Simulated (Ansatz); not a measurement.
# ZnSe (Stilleite) (F-43m) in Ansatz: reference runs

How does ZnSe (Stilleite) come out in PBE? The cell is run as given and disturbed.

Program: Ansatz 0.2.0. These are calculated values, not measurements. Logs are shortened: lines on timing, memory, paths and dates and some standing lists are left out, and cuts for length are marked.

**Measured values to compare with.**

“Alloy Disordering Effects on the Thermal Conductivity and Energy Gap Temperature Dependence of Cd1−xZnxSe Ternary Crystals Grown by the Bridgman Method”, 2023, pmc:10253836 reports, for a bulk crystal of ZnSe at 300 K: band gap 2.695 ± 0.003 eV (an exciton energy, a little under the gap).

How close the calculation comes is told below.

## Step 1: The structure

The structure is cubic, space group F-43m (No. 216). The conventional cell has a = 5.668 Å, b = 5.668 Å, c = 5.668 Å, α = 90.00°, β = 90.00°, γ = 90.00°. Se (site symmetry -43m) has 4 Zn at 2.45 Å as nearest neighbours. Zn (site symmetry -43m) has 4 Se at 2.45 Å as nearest neighbours.

## Step 2: Single point, PBE

Input file input.yaml:

```yaml
crystal:
  lattice:
    - [0.0, 2.8338, 2.8338]
    - [2.8338, 0.0, 2.8338]
    - [2.8338, 2.8338, 0.0]
  atoms:
    - { symbol: Se, position: [0.75, 0.75, 0.75] }
    - { symbol: Zn, position: [0.0, 0.0, 0.0] }
kpoints:
  mp_grid: { grid: [8, 8, 8] }
scf:
  occupations: { method: fermi_dirac, width: 0.05 }
hamiltonian:
  xc: pbe
  pseudopotentials: { kind: all_electron, lapw: { basis_error: 0.001 } }
output:
  forces: true
  stress: true
  eigenvalues: true
  populations: true
```

Potentials or basis: all-electron LAPW, scalar-relativistic.

On the command line:

```bash
> ansatz run input.yaml --threads 1 --pin off --max-ram 3072MiB --backend cpu --events-out ev --progress --plain --runs-dir out
```

Output:

```text
Warning: RAYON_NUM_THREADS=1 ignored (pool sized by the plan → 1); use --threads N
Se: projections on atomic orbitals take those of the free atom 1s2 2s2 2p6 3s2 3p6 3d10 4s2 4p4, of charge +0.00 (hamiltonian.pseudopotentials.projection_atoms)
Zn: projections on atomic orbitals take those of the free atom 1s2 2s2 2p6 3s2 3p6 3d10 4s2, of charge +0.00 (hamiltonian.pseudopotentials.projection_atoms)
LAPW: plane waves up to 9.032 Å⁻¹, error target 1.0e-3 eV per atom; small_component_spin mean_spin; Zn in spheres of 1.247 Å, 20 of its electrons in bands, Dirac shells []; Se in spheres of 1.207 Å, 24 of its electrons in bands, Dirac shells [] (how accurate: hamiltonian.pseudopotentials.lapw.basis_error, Limitations)
Engine: ansatz 0.2.0, x86_64-unknown-linux-gnu
Pseudopotentials: kind: all_electron
Pseudopotential: Se, LAPW, valence charge 24, lapw/all_electron/scalar/gaussian/Se, Koelling and Harmon's equation, gaussian nucleus
Pseudopotential: Zn, LAPW, valence charge 20, lapw/all_electron/scalar/gaussian/Zn, Koelling and Harmon's equation, gaussian nucleus
Functional definition: PBE
  parameter kappa = 0.804
  parameter beta = 0.06672455060314922
  exchange = pbe_x(kappa = kappa, mu = beta*pi^2/3)
  correlation = pbe_c(beta = beta)
Crystal: 2 atoms, lattice volume = 45.513 Å³
Basis set: ecut = 310.77737145820646 eV, 537 PW (Γ), exchange–correlation at level 2
Bands: 27, of which v1, the nominal top of the filled ones, is band 22 counted from 1 (21 counted from 0)
Symmetry: 24 space group operations
Space group: F-43m (ITA 216), of the structure as read, at distance tolerance 3.6e-5 Å
k-points: 29 of 512 (time reversal used)
Non-local potential: Se, projectors of the file, none
Non-local potential: Zn, projectors of the file, none
Initial density: superposition of atomic densities (chi_scale 0.1, normalization cell, long waves kept (reshape's long-wave potential 0.00 eV rms))
Initial wavefunctions: plane waves of lowest kinetic energy (no species holds an atomic orbital)
Functional: x = pbe(κ = 0.804, μ = 0.2195149727645171), c = pbe(β = 0.06672455060314922)
iter 1 solved again at ethr=1.62e-3 eV; its pass at ethr=1.00e-1 eV (dr2=7.13e-1 eV) is discarded
SCF iter   1: F=—  HF=-115000.392669 eV  |F-HF|=—  |Δ(HF+E_count)|=         —  Δρ=3.07e-2  dr2=7.14e-1  ethr=1.62e-3  ⟨swp⟩=2.0  Hψ=4933  notcnv=0
preconditioner: auto → none  [insulator: Δε(μ)=1.545 eV  Ē_g=12.185 eV  σ=0.050 eV  W_gap=1.00  n_scr=14 (ndim 8)  ℏωp=23.4 eV  f_vac=0.191  D(μ)=0.00/eV (n_scr^D=0)  ε∞_Penn≈4.7]
iter 2 solved again at ethr=7.18e-5 eV; its pass at ethr=1.62e-3 eV (dr2=3.16e-2 eV) is discarded
SCF iter   2: F=—  HF=-115000.177819 eV  |F-HF|=—  |Δ(HF+E_count)|=   2.15e-1  Δρ=9.43e-3  dr2=3.16e-2  ethr=7.18e-5  ⟨swp⟩=2.0  Hψ=4020  notcnv=0
SCF iter   3: F=—  HF=-115000.109520 eV  |F-HF|=—  |Δ(HF+E_count)|=   6.83e-2  Δρ=6.31e-3  dr2=1.52e-2  ethr=7.18e-5  ⟨swp⟩=3.0  Hψ=2538  notcnv=0
SCF iter   4: F=—  HF=-115000.102772 eV  |F-HF|=—  |Δ(HF+E_count)|=         —  Δρ=2.95e-3  dr2=3.46e-3  ethr=3.45e-5  ⟨swp⟩=2.0  Hψ=2228  notcnv=0
the basis was enlarged: its passes take 30.6 KiB over the memory plan, 1 of 1 planned eigensolver slots
SCF iter   5: F=—  HF=-115000.103006 eV  |F-HF|=—  |Δ(HF+E_count)|=   2.34e-4  Δρ=5.94e-4  dr2=1.08e-4  ethr=7.87e-6  ⟨swp⟩=2.0  Hψ=2232  notcnv=0
SCF iter   6: F=—  HF=-115000.103025 eV  |F-HF|=—  |Δ(HF+E_count)|=   1.86e-5  Δρ=8.87e-5  dr2=2.70e-6  ethr=2.44e-7  ⟨swp⟩=2.2  Hψ=2233  notcnv=0
SCF iter   7: F=-115000.103031 eV  HF=-115000.103031 eV  |F-HF|=5.27e-8  |Δ(HF+E_count)|=   6.28e-6  Δρ=1.16e-5  dr2=5.80e-8  ethr=6.15e-9  ⟨swp⟩=3.0  Hψ=2356  notcnv=0
SCF 1 converged in 7 iterations: F = -115000.103031 eV  dr2 = 5.80e-8
SCF converged after 7 iterations
Free energy (F): -115000.103031 eV
Harris-Foulkes:  -115000.103031 eV  (|F-HF|=5.27e-8)
Internal energy: -115000.103031 eV  (E = F + TS)
E sigma→0 (E₀):  -115000.103031 eV
Entropy (-TS):   -0.000000 eV (-0.000 meV/atom)
Fermi energy:    8.722579 eV
--- Per-component energies (eV) ---
  E_band       = -2238.179026
  E_kinetic    = 117467.982485
  E_xc         = -4346.730509
  E_electrostatic = -228121.355007  (all electrons and nuclei)
  E_smearing   = -0.000000  (= −TS)
  E_closure    = 0.000000  (closes the sum)
  E_atoms      = -114994.086913  (free atoms, spherical and without spin; not in F)
  Σ components = -115000.103031   (vs F -115000.103031, Δ=0.00e0)
  Basis errors (estimates in eV, not in F): energy 4.4e-4 per atom: plane waves 4.0e-4 (2.4e-4 summed), levels above the bands 2.0e-86, relativity 4.1e-8, radial functions 3.8e-5, core shells 4.4e-10; eigenvalues (radial functions only) 1.6e-6; not estimated: angular momenta, meshes, grids; target (lapw.basis_error) 1.0e-3; muffin-tin radii Zn 1.247 Å, Se 1.207 Å
--- Forces (eV/Å), atoms counted from 1 ---
  atom   1  Se    -0.00000000     0.00000000     0.00000000
  atom   2  Zn     0.00000000    -0.00000000    -0.00000000
  max |Σ_I F_I| component: 4.16e-17 eV/Å
--- Stress (GPa, compression-positive) ---
        2.124109       0.000000      -0.000000
        0.000000       2.124109       0.000000
       -0.000000       0.000000       2.124109
  P = ⅓ Tr σ = 2.1241 GPa (21.241 kbar)
--- Band table (eV; the first three rows and the last of 29) ---
  k-point 0: bands = ["-199.1286", "-138.5953", "-138.5953", "-138.5953", "-117.1573", "-71.3257", "-71.3257", "-71.3257", "-38.8128", "-38.8128", "-38.8128", "-38.8086", "-38.8086", "-5.2173", "1.5043", "1.5043", "1.5043", "1.8747", "1.8747", "8.0429", "8.0429", "8.0429", "9.3332", "13.8549", "13.8549", "13.8549", "17.9737"]
  k-point 1: bands = ["-199.1286", "-138.5953", "-138.5953", "-138.5953", "-117.1573", "-71.3257", "-71.3257", "-71.3257", "-38.8128", "-38.8128", "-38.8128", "-38.8086", "-38.8086", "-5.1167", "1.5113", "1.5202", "1.5202", "1.8733", "1.8733", "6.7274", "7.8912", "7.8912", "10.3185", "13.7945", "14.1085", "14.1085", "18.7370"]
  k-point 2: bands = ["-199.1286", "-138.5953", "-138.5953", "-138.5953", "-117.1573", "-71.3257", "-71.3257", "-71.3257", "-38.8128", "-38.8127", "-38.8127", "-38.8086", "-38.8086", "-4.8555", "1.5550", "1.5550", "1.5667", "1.8748", "1.8748", "5.0004", "7.5669", "7.5669", "10.7932", "14.4866", "14.4866", "14.6095", "18.4975"]
  k-point 28: bands = ["-199.1286", "-138.5953", "-138.5953", "-138.5953", "-117.1573", "-71.3257", "-71.3257", "-71.3257", "-38.8128", "-38.8127", "-38.8125", "-38.8086", "-38.8085", "-4.1561", "1.6216", "1.7118", "1.8419", "1.8451", "2.1749", "3.3625", "5.2841", "5.3839", "13.5255", "13.5984", "15.0147", "15.7564", "19.7574"]
--- Löwdin populations: 2 sites ---
  site symbol       q [e]
     0     Se     35.0121
     1     Zn     28.7767
  spilling = 0.003300 (of n_electrons = 64.000000)
```

It took 15 s on 1 thread of AMD EPYC 7R13 (Zen 3), shared host; peak memory 0.3 GiB.

Results:

```
Free energy            : -115000.1030 eV
Pressure               : 2.1 GPa
Band gap on the k mesh : 1.29 eV, direct
Loewdin charges        : Se -1.01; Zn +1.22 e
```

Caveat: the atomic charges don't sum to the cell's charge.

## Step 3: Equation of state, PBE

Potentials or basis: all-electron LAPW, scalar-relativistic.

No new run: the results of the series are fitted here.

What came out:

| Property | Result |
| --- | --- |
| Equilibrium volume | 23.56 Å³/atom |
| Bulk modulus | 57 GPa |
| Pressure derivative of the bulk modulus | 4.5 |

Energy against volume, from the lowest point:
```
volume (Å³/atom)  energy (meV/atom)
          21.391              41.98
          21.846              25.16
          22.301              13.02
          22.757               5.05
          23.212               0.84
          23.667               0.00
          24.122               2.19
```

## Step 4: Single point, PBE (atoms moved at random, drawn with an rms of 0.05 Å)

input.yaml, as its differences from that of step 2:

```diff
@@ -6,4 +6,4 @@
   atoms:
-    - { symbol: Se, position: [0.75, 0.75, 0.75] }
-    - { symbol: Zn, position: [0.0, 0.0, 0.0] }
+    - { symbol: Se, position: [0.749229, 0.752418, 0.748792] }
+    - { symbol: Zn, position: [-0.009201, -0.008646, 0.007868] }
 kpoints:
```

On the command line:

```bash
> ansatz run input.yaml --threads 1 --pin off --max-ram 3072MiB --backend cpu --events-out ev --progress --plain --runs-dir out
```

Run time: 2.3 min. Hardware: 1 thread of AMD EPYC 7R13 (Zen 3), shared host; peak memory 0.87 GiB.

It converged, with:

| Quantity | Value |
| --- | --- |
| Free energy | -115000.0944 eV |
| Pressure | 2.2 GPa |
| Largest force | 0.310 eV/Å |
| Band gap on the k mesh | 1.24 eV, direct |
| Loewdin charges | Se -1.01; Zn +1.22 e |

Forces on the atoms (eV/Å):
```
Se  -0.030  0.004 -0.309
Zn   0.030 -0.004  0.309
```

Stress tensor (GPa, compression positive):
```
 2.23  1.11 -0.02
 1.11  2.24  0.11
-0.02  0.11  2.15
```

Levels at points of the mesh, in eV from the valence-band top:
| k point | band 18 | band 19 | band 20 | band 21 | band 22 | band 23 | band 24 | band 25 | band 26 | band 27 |
| --- | --- | --- | --- | --- | --- | --- | --- | --- | --- | --- |
| (0.00, 0.00, 0.00) | -6.23 | -6.23 | -0.13 | -0.05 | 0.00 | 1.24 | 5.72 | 5.75 | 5.81 | 9.87 |
| (0.00, 0.00, -0.50) | -6.21 | -6.08 | -5.35 | -1.01 | -0.85 | 2.54 | 6.23 | 6.51 | 8.54 | 10.89 |
| (0.00, -0.50, 0.00) | -6.21 | -6.06 | -5.19 | -0.99 | -0.84 | 2.43 | 6.17 | 6.42 | 8.47 | 10.92 |
| (0.00, -0.50, -0.50) | -6.18 | -6.05 | -4.81 | -2.24 | -2.23 | 2.93 | 3.41 | 10.67 | 11.19 | 11.21 |
| (-0.50, 0.00, 0.00) | -6.21 | -6.07 | -5.21 | -1.00 | -0.83 | 2.44 | 6.16 | 6.45 | 8.48 | 10.92 |
| (-0.50, 0.00, -0.50) | -6.18 | -6.05 | -4.81 | -2.24 | -2.23 | 2.93 | 3.41 | 10.67 | 11.20 | 11.21 |
| (-0.50, -0.50, 0.00) | -6.18 | -6.05 | -4.80 | -2.27 | -2.21 | 2.90 | 3.43 | 10.67 | 11.10 | 11.30 |
| (-0.50, -0.50, -0.50) | -6.21 | -6.08 | -5.36 | -1.01 | -0.86 | 2.55 | 6.24 | 6.50 | 8.55 | 10.89 |

Caveat: the atomic charges don't sum to the cell's charge.

## Step 5: Overview

| task | cell | cutoff (eV) | basis error allowed | gap on the mesh (eV) | pressure (GPa) |
| --- | --- | --- | --- | --- | --- |
| single point | as given | 311 | 0.001 eV/atom | 1.29 | 2.1 |
| equation of state | as given | - | 0.0005 eV/atom | - | - |
| single point | atoms moved at random, drawn with an rms of 0.05 Å | 322 | 0.001 eV/atom | 1.24 | 2.2 |

Alike in all rows: level PBE; potentials or basis all-electron LAPW, scalar-relativistic; no spin polarisation; k mesh 8 × 8 × 8; smearing fermi-dirac 0.05 eV.

Compare energies only between runs with the same functional and basis.

## Step 6: Against experiment

Step 2. Against the measured gap of ZnSe, 2.695 eV (an exciton energy, a little under the gap; 300 K; “Alloy Disordering Effects on the Thermal Conductivity and Energy Gap Temperature Dependence of Cd1−xZnxSe Ternary Crystals Grown by the Bridgman Method”, 2023, pmc:10253836), the calculated 1.29 eV is off by -1.40 eV. So large a miss can be the level of theory's own, or it may mean another phase, state or a wrong row. Spin-orbit coupling on Se is left out. The value is that of PBE, without temperature or zero-point motion. Semilocal functionals fall short of measured gaps as a rule.
